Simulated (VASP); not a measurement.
# SnTe (Fm-3m) in VASP: notebook

Aim: see how the results for SnTe move with the level of theory and the settings. Levels: r2SCAN, PBE. Tasks: single point.

All numbers are computed with VASP 6.6.1; they aren't measurements. Logs are shortened: lines on timing, memory, paths and dates and some standing lists are left out, and cuts for length are marked.

**Measured values to compare with.**

A printed reference work, textbook reports, for a bulk crystal of SnTe at 300 K: band gap 0.18 eV (direct).

The runs below are set against these values where they give the same quantity.

## 1. The cell of the first run

The structure is cubic, space group Fm-3m (No. 225). The conventional cell has a = 6.442 Å, b = 6.442 Å, c = 6.442 Å, α = 90.00°, β = 90.00°, γ = 90.00°. Within 4.2 Å of Sn (site symmetry m-3m) lie 6 Te at 3.22 Å. Te (site symmetry m-3m) has 6 Sn at 3.22 Å within 4.2 Å.

## 2. Single point, r2SCAN (volume changed by +3%)

The input, POSCAR:

```
SnTe
1.0
    0.0000000000      3.2209344068      3.2209344068
    3.2209344068      0.0000000000      3.2209344068
    3.2209344068      3.2209344068      0.0000000000
Sn Te
1 1
Direct
    0.0000000000      0.0000000000      0.0000000000
    0.5000000000      0.5000000000      0.5000000000
```

The input, INCAR.step1:

```
PREC     = Accurate       # precision mode
ENCUT    = 520            # plane-wave cutoff, eV
ISMEAR   = -1             # smearing method
SIGMA    = 0.02           # smearing width, eV
LREAL    = F              # projectors in reciprocal space
LASPH    = T              # aspherical terms in the spheres
NELM     = 60             # most SCF steps
NBANDS   = 17             # bands
GGA      = PE             # functional
ALGO     = Normal         # electronic algorithm
EDIFF    = 1E-4           # SCF threshold, eV
LWAVE    = T              # write WAVECAR
LCHARG   = F              # write CHGCAR
```

The input, INCAR.step2:

```
PREC     = Accurate       # precision mode
ENCUT    = 520            # plane-wave cutoff, eV
EDIFF    = 1E-7           # SCF threshold, eV
ISMEAR   = -1             # smearing method
SIGMA    = 0.02           # smearing width, eV
LREAL    = F              # projectors in reciprocal space
LASPH    = T              # aspherical terms in the spheres
NELM     = 60             # most SCF steps
ALGO     = Normal         # electronic algorithm
ISIF     = 2              # what is computed and relaxed
LWAVE    = F              # write WAVECAR
LCHARG   = F              # write CHGCAR
METAGGA  = R2SCAN         # meta-GGA
LMIXTAU  = T            
NBANDS   = 17             # bands
ISTART   = 1
```

The input, KPOINTS:

```
regular mesh
0
Gamma
  6 6 6
```

Potentials or basis: VASP PAW PBE potentials, release 64 (Sn_d, Te).

Command:

```sh
> cat potpaw_PBE.64/Sn_d/POTCAR potpaw_PBE.64/Te/POTCAR > POTCAR
> cp INCAR.step1 INCAR
> mpirun -np 1 vasp_std > vasp.out
> cp INCAR.step2 INCAR
> mpirun -np 1 vasp_std > vasp.out
```

OUTCAR:

```text
PREC = Accurate
   ENCUT = 520
   EDIFF = 1E-7
   ISMEAR = -1
   LREAL = F
   LASPH = T
   NELM = 60
   ISIF = 2
   METAGGA = R2SCAN
   ISTART = 1

 ion  position               nearest neighbor table
   1  0.000  0.000  0.000-   2 3.22   2 3.22   2 3.22   2 3.22   2 3.22   2 3.22
   2  0.500  0.500  0.500-   1 3.22   1 3.22   1 3.22   1 3.22   1 3.22   1 3.22

  LATTYP: Found a face centered cubic cell.
 ALAT       =     6.4418688136

  Lattice vectors:

 A1 = (   0.0000000000,   3.2209344068,   3.2209344068)
 A2 = (   3.2209344068,   0.0000000000,   3.2209344068)
 A3 = (   3.2209344068,   3.2209344068,   0.0000000000)

Analysis of symmetry for initial positions (statically):
=====================================================================
 Subroutine PRICEL returns:
 Original cell was already a primitive cell.

 Routine SETGRP: Setting up the symmetry group for a
 face centered cubic supercell.

 Subroutine GETGRP returns: Found 48 space group operations
 (whereof 48 operations were pure point group operations)
 out of a pool of 48 trial point group operations.

The static configuration has the point symmetry O_h .

Analysis of symmetry for dynamics (positions and initial velocities):
=====================================================================
 Subroutine PRICEL returns:
 Original cell was already a primitive cell.

 Routine SETGRP: Setting up the symmetry group for a
 face centered cubic supercell.

 Subroutine GETGRP returns: Found 48 space group operations
 (whereof 48 operations were pure point group operations)
 out of a pool of 48 trial point group operations.

The dynamic configuration has the point symmetry O_h .

 Subroutine INISYM returns: Found 48 space group operations
 (whereof 48 operations are pure point group operations),
 and found     1 'primitive' translations

----------------------------------------------------------------------------------------

                                     Primitive cell

  volume of cell :      66.8306

  direct lattice vectors                    reciprocal lattice vectors
     0.000000000  3.220934407  3.220934407    -0.155234456  0.155234456  0.155234456
     3.220934407  0.000000000  3.220934407     0.155234456 -0.155234456  0.155234456
     3.220934407  3.220934407  0.000000000     0.155234456  0.155234456 -0.155234456

  length of vectors
     4.555089122  4.555089122  4.555089122     0.268873965  0.268873965  0.268873965

  position of ions in fractional coordinates (direct lattice)
     0.000000000  0.000000000  0.000000000
     0.500000000  0.500000000  0.500000000

  ion indices of the primitive-cell ions
[... 66 lines left out ...]
   EDIFF  = 0.1E-06   stopping-criterion for ELM
   LREAL  =      F    real-space projection
   EDIFFG = 0.1E-05   stopping-criterion for IOM
   NSW    =      0    number of steps for IOM
   IBRION =     -1    ionic relax: 0-MD 1-quasi-New 2-CG
   NFREE  =      0    steps in history (QN), initial steepest desc. (CG)
   ISIF   =      2    stress and relaxation
   ISYM   =      2    0-nonsym 1-usesym 2-fastsym
   POTIM  = 0.5000    time-step for ionic-motion
   TEBEG  =    0.0;   TEEND  =   0.0 temperature during run
   PSTRESS=    0.0 pullay stress
   NELECT =      20.0000    total number of electrons
   NUPDOWN=      -1.0000    fix difference up-down
   EMIN   =  10.00;   EMAX   =-10.00  energy-range for DOS
   EFERMI =   0.00;   METHOD = LEGACY
   ISMEAR =    -1;   SIGMA  =   0.02  broadening in eV -4-tet -1-fermi 0-gaus
   EFERMI_NEDOS =   21; number of points for ismear=-14 and -15
   IALGO  =     38    algorithm
   IMIX   =      4    mixing-type and parameters
     AMIX     =   0.40;   BMIX     =  1.00
     AMIX_MAG =   1.60;   BMIX_MAG =  1.00
  volume/ion in A,a.u.               =      33.42       225.50
  Fermi-wavevector in a.u.,A,eV,Ry     =   1.095031  2.069308 16.314639  1.199092
  Thomas-Fermi vector in A             =   2.231347
   LORBIT       =      0    0 simple, 1 ext, 2 COOP (PROOUT), +10 PAW based schemes
   METAGGA = R2SCAN    functional components
   LHFCALC =     F    Hartree Fock is set to
   AEXX    =    0.0000 exact exchange contribution
   IVDW    =     0    specifies the selected vdW correction
   LEPSILON=     F    determine dielectric tensor
   LRPA    =     F    only Hartree local field effects (RPA)
 non-spin polarized calculation
  energy-cutoff  :      520.00
  volume of cell :       66.83
 maximum number of plane-waves:      1820
 NGX is ok and might be reduce to    36
   NGX = 17   NGY = 17   NGZ = 17

 number of electron      20.0000006 magnetization

 Free energy of the ion-electron system (eV)
  ---------------------------------------------------
  ext. energy  EPLUGINS =         0.00000000
  ---------------------------------------------------
  free energy    TOTEN  =       -50.67655685 eV

  energy without entropy =      -50.67652494  energy(sigma->0) =      -50.67654090

 E-fermi :   6.2401     XC(G=0):  -9.7528

 val. band max:        6.1252319870   @ k =   0.5000   0.0000   0.0000
 cond. band min:       6.3549756340   @ k =   0.5000   0.0000   0.0000
 fundamental gap:      0.2297436470
 Fermi energy:         6.2401036154

 k-point     1 :       0.0000    0.0000    0.0000
  band No.  band energies     occupation
      1     -16.5412      2.00000
      2     -16.5412      2.00000
      3     -16.5344      2.00000
      4     -16.5344      2.00000
      5     -16.5344      2.00000
      6      -6.7975      2.00000
[... 297 lines left out ...]
      4     -16.5289      2.00000
      5     -16.5260      2.00000
      6      -5.2741      2.00000
[... 9 lines left out ...]
     16      16.3856      0.00000
     17      17.6336      0.00000

------------------------ aborting loop because EDIFF is reached ----------------------------------------

  FORCE on cell =-STRESS in cart. coord.  units (eV):
  Direction    XX          YY          ZZ          XY          YZ          ZX
  --------------------------------------------------------------------------------------
  -------------------------------------------------------------------------------------
  Total       -0.5245323     -0.5245323     -0.5245323     -0.0000000      0.0000000     -0.0000000
  in kB      -12.5749757    -12.5749757    -12.5749757     -0.0000000      0.0000000     -0.0000000
  external PRESSURE =     -12.5749757 kB  Pullay stress =       0.0000000 kB

 VOLUME and BASIS-vectors are now :
 -----------------------------------------------------------------------------
  energy-cutoff  :      520.00
  volume of cell :       66.83
      direct lattice vectors                 reciprocal lattice vectors
     0.000000000  3.220934407  3.220934407    -0.155234456  0.155234456  0.155234456
     3.220934407  0.000000000  3.220934407     0.155234456 -0.155234456  0.155234456
     3.220934407  3.220934407  0.000000000     0.155234456  0.155234456 -0.155234456

 POSITION                                       TOTAL-FORCE (eV/Angst)
 -----------------------------------------------------------------------------------
      0.00000      0.00000      0.00000         0.000000      0.000000      0.000000
      3.22093      3.22093      3.22093         0.000000      0.000000     -0.000000
 -----------------------------------------------------------------------------------
    total drift:                               -0.000000      0.000000      0.000000

  FREE ENERGIE OF THE ION-ELECTRON SYSTEM (eV)
  ---------------------------------------------------
  free  energy   TOTEN  =       -50.6765568531 eV

  energy  without entropy=      -50.6765249449  energy(sigma->0) =      -50.67654090
```

OSZICAR.step1:

```text
N       E                     dE             d eps       ncg     rms          rms(c)
DAV:   1     0.127376652474E+03    0.12738E+03   -0.95226E+03   553   0.130E+03
DAV:   2     0.418807963238E+01   -0.12319E+03   -0.11945E+03   577   0.345E+02
DAV:   3    -0.727680580960E+01   -0.11465E+02   -0.11326E+02   682   0.893E+01
DAV:   4    -0.762271833141E+01   -0.34591E+00   -0.34564E+00   643   0.162E+01
DAV:   5    -0.763614282450E+01   -0.13424E-01   -0.13423E-01   825   0.313E+00    0.398E+00
DAV:   6    -0.756157017147E+01    0.74573E-01   -0.17715E-01   710   0.259E+00    0.253E+00
DAV:   7    -0.756231784274E+01   -0.74767E-03   -0.59445E-02   656   0.112E+00    0.909E-01
DAV:   8    -0.756324201850E+01   -0.92418E-03   -0.76467E-03   646   0.695E-01    0.168E-01
DAV:   9    -0.756329464699E+01   -0.52628E-04   -0.99763E-04   707   0.275E-01
   1 F= -.75632946E+01 E0= -.75630530E+01  d E =-.483216E-03
```

Wall time 40 s (1 thread of Intel Xeon 6975P-C (Granite Rapids), shared host); peak memory 0.21 GiB.

Results:

```yaml
Free_energy: -50.6766 eV
Pressure: -1.3 GPa
Band_gap_on_the_k_mesh: 0.23 eV, direct
```

Levels at points of the mesh, in eV from the valence-band top:
| k point | band 7 | band 8 | band 9 | band 10 | band 11 | band 12 | band 13 | band 14 |
| --- | --- | --- | --- | --- | --- | --- | --- | --- |
| (0.00, 0.00, 0.00) | -4.93 | -2.22 | -2.22 | -2.22 | 3.37 | 3.37 | 3.37 | 5.17 |
| (0.50, 0.00, 0.00) | -8.37 | -1.87 | -1.87 | 0.00 | 0.23 | 0.46 | 0.46 | 8.12 |
| (0.50, 0.50, 0.00) | -6.64 | -5.42 | -3.71 | -3.71 | 2.65 | 4.86 | 4.86 | 6.28 |

Caveat: the cell differs from its parent crystal (volume changed by +3%); the PAW data sets were made with another functional, which shifts forces and pressure a little; spin-orbit coupling is left out, which moves the levels of the heavy elements.

## 3. Single point, r2SCAN (volume changed by +6%)

The input, POSCAR:

```
SnTe
1.0
    0.0000000000      3.2519068300      3.2519068300
    3.2519068300      0.0000000000      3.2519068300
    3.2519068300      3.2519068300      0.0000000000
Sn Te
1 1
Direct
    0.0000000000      0.0000000000      0.0000000000
    0.5000000000      0.5000000000      0.5000000000
```

The input, INCAR.step1:

```
PREC = Accurate
ENCUT = 520
ISMEAR = -1
SIGMA = 0.02
LREAL = F
LASPH = T
NELM = 80
NBANDS = 17
GGA = PE
ALGO = Normal
EDIFF = 1E-4
LWAVE = T
LCHARG = F
```

The input, INCAR.step2:

```
PREC = Accurate
ENCUT = 520
EDIFF = 1E-6
ISMEAR = -1
SIGMA = 0.02
LREAL = F
LASPH = T
NELM = 80
ALGO = Normal
ISIF = 2
LWAVE = F
LCHARG = F
METAGGA = R2SCAN
LMIXTAU = T
NBANDS = 17
ISTART = 1
```

KPOINTS is that of step 2.

Potentials or basis: VASP PAW PBE potentials, release 64 (Sn_d, Te).

Command:

```sh
> cat potpaw_PBE.64/Sn_d/POTCAR potpaw_PBE.64/Te/POTCAR > POTCAR
> cp INCAR.step1 INCAR
> mpirun -np 1 vasp_std > vasp.out
> cp INCAR.step2 INCAR
> mpirun -np 1 vasp_std > vasp.out
```

Wall time 30 s (1 thread of Intel Xeon 6975P-C (Granite Rapids), shared host); peak memory 0.21 GiB.

It converged, with:

| Quantity | Value |
| --- | --- |
| Free energy | -50.6552 eV |
| Pressure | -2.3 GPa |
| Band gap on the k mesh | 0.31 eV, direct |

Levels at points of the mesh, in eV from the valence-band top:
| k point | band 6 | band 7 | band 8 | band 9 | band 10 | band 11 | band 12 | band 13 | band 14 | band 15 |
| --- | --- | --- | --- | --- | --- | --- | --- | --- | --- | --- |
| (0.00, 0.00, 0.00) | -12.65 | -4.97 | -2.07 | -2.07 | -2.07 | 3.37 | 3.37 | 3.37 | 5.29 | 5.29 |
| (0.50, 0.00, 0.00) | -11.53 | -8.16 | -1.73 | -1.73 | 0.00 | 0.31 | 0.57 | 0.57 | 8.12 | 8.90 |
| (0.50, 0.50, 0.00) | -11.28 | -6.55 | -5.16 | -3.50 | -3.50 | 2.83 | 4.79 | 4.79 | 6.13 | 9.11 |

Caveat: the cell differs from its parent crystal (volume changed by +6%); the PAW data sets were made with another functional, which shifts forces and pressure a little; spin-orbit coupling is left out, which moves the levels of the heavy elements.

## 4. Single point, PBE

This run uses another cell than the first one, of 32.44 Å³/atom, 0.971 times its volume.

The input, INCAR:

```
SYSTEM = SnTe
PREC = Accurate ; ENCUT = 520
EDIFF = 1E-7 ; ISMEAR = -1
SIGMA = 0.02 ; LREAL = .FALSE.
LASPH = .TRUE. ; NELM = 80
ALGO = Normal ; ISIF = 2
LWAVE = .FALSE. ; LCHARG = .FALSE.
GGA = PE ; NBANDS = 17
```

The input, KPOINTS:

```
Automatic mesh
0
G
  8 8 8
  0 0 0
```

The input, POSCAR:

```
SnTe
1.0
    0.0000000000      3.1893545849      3.1893545849
    3.1893545849      0.0000000000      3.1893545849
    3.1893545849      3.1893545849      0.0000000000
Sn Te
1 1
Direct
    0.0000000000      0.0000000000      0.0000000000
    0.5000000000      0.5000000000      0.5000000000
```

Command:

```sh
> cat potpaw_PBE.64/Sn_d/POTCAR potpaw_PBE.64/Te/POTCAR > POTCAR
> mpirun -np 1 vasp_std > vasp.out
```

Wall time 17 s (1 thread of Intel Xeon 6975P-C (Granite Rapids), shared host); peak memory 0.21 GiB.

It converged, with:

| Quantity | Value |
| --- | --- |
| Free energy | -7.5619 eV |
| Pressure | 0.6 GPa |
| Band gap on the k mesh | 0.01 eV, direct |

Levels at points of the mesh, in eV from the valence-band top:
```
           k point  band 7  band 8  band 9  band 10  band 11  band 12  band 13  band 14
(0.00, 0.00, 0.00)   -4.84   -2.07   -2.07    -2.07     3.25     3.25     3.25     4.79
(0.50, 0.00, 0.00)   -8.17   -1.74   -1.74     0.00     0.01     0.40     0.40     7.67
(0.50, 0.50, 0.00)   -6.47   -5.35   -3.59    -3.59     2.29     4.72     4.72     6.10
```

Caveat: spin-orbit coupling is left out, which moves the levels of the heavy elements.

[end of part 1 of 2]
